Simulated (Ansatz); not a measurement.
Computed with Ansatz 0.2.0, DFT PBE, scalar-relativistic, plane waves, PAW. Settings: cutoff 420 eV, Γ-centred meshes spaced at most about 0.3 Å⁻¹ (2π included), Gaussian smearing. No spin polarisation in the final relaxations.

All energies are static (0 K, no zero-point motion).

Two forms of HfSi3O8 were relaxed alike.

A.

Space group P-4 (No. 81). a = 5.323 Å, b = 5.323 Å, c = 7.937 Å, α = 90.00°, β = 90.00°, γ = 90.00°
| atom | site | symmetry | x | y | z |
| --- | --- | --- | --- | --- | --- |
| Hf | 1d | -4.. | 0.5000 | 0.5000 | 0.5000 |
| Si | 1a | -4.. | 0.0000 | 0.0000 | 0.0000 |
| Si | 2g | 2.. | 0.5000 | 0.0000 | 0.7781 |
| O | 4h | 1 | 0.4227 | 0.7688 | 0.6555 |
| O | 4h | 1 | 0.9304 | 0.2516 | 0.1091 |

B.

Space group P3m1 (No. 156). a = 5.468 Å, b = 5.468 Å, c = 9.315 Å, α = 90.00°, β = 90.00°, γ = 120.00°
| atom | site | symmetry | x | y | z |
| --- | --- | --- | --- | --- | --- |
| Hf | 1a | 3m. | 0.0000 | 0.0000 | 0.9271 |
| Si | 1c | 3m. | 0.6667 | 0.3333 | 0.4356 |
| Si | 1c | 3m. | 0.6667 | 0.3333 | 0.0887 |
| Si | 1a | 3m. | 0.0000 | 0.0000 | 0.5407 |
| O | 3d | .m. | 0.3537 | 0.1769 | 0.0227 |
| O | 3d | .m. | 0.8332 | 0.6663 | 0.4877 |
| O | 1a | 3m. | 0.0000 | 0.0000 | 0.7151 |
| O | 1c | 3m. | 0.6667 | 0.3333 | 0.2617 |

**Question.** Which form is favoured at zero pressure, and by what margin per atom?

**Answer.** A is lower, by 27 meV/atom. A has space group P-4 (No. 81), 18.7 Å³/atom and a gap of 4.91 eV on its mesh; B has space group P3m1 (No. 156), 20.1 Å³/atom and a gap of 4.49 eV. The denser one is the lower, and pressure would at first widen the difference. In A, Hf is surrounded by 4 O at 1.93 Å; around Si on a site of symmetry -4 lie 4 O at 1.64 Å; O on its first site has 1 Si at 1.62 Å and 1 Hf at 1.93 Å; 2 more sites not described. In B, Hf has 4 O at 1.90–1.97 Å; around Si on its first site lie 4 O at 1.62–1.65 Å; around O on a site of symmetry m lie 1 Si at 1.60 Å and 1 Hf at 1.90 Å; 5 more sites not described. Both come from invented guesses. A third cell relaxed alike, in P1, lies 9 meV/atom below the lower of the two; the P3m1 cell fell into it when its atoms were moved at random.

These runs have no spin–orbit coupling, which can matter for Hf. Kohn–Sham gaps at this level usually fall short of measured ones. With atoms moved at random, P-4 came back. Other cells relaxed within their symmetry can be saddle points; a later kick test found a lower structure for HfSi3O8 P3m1.
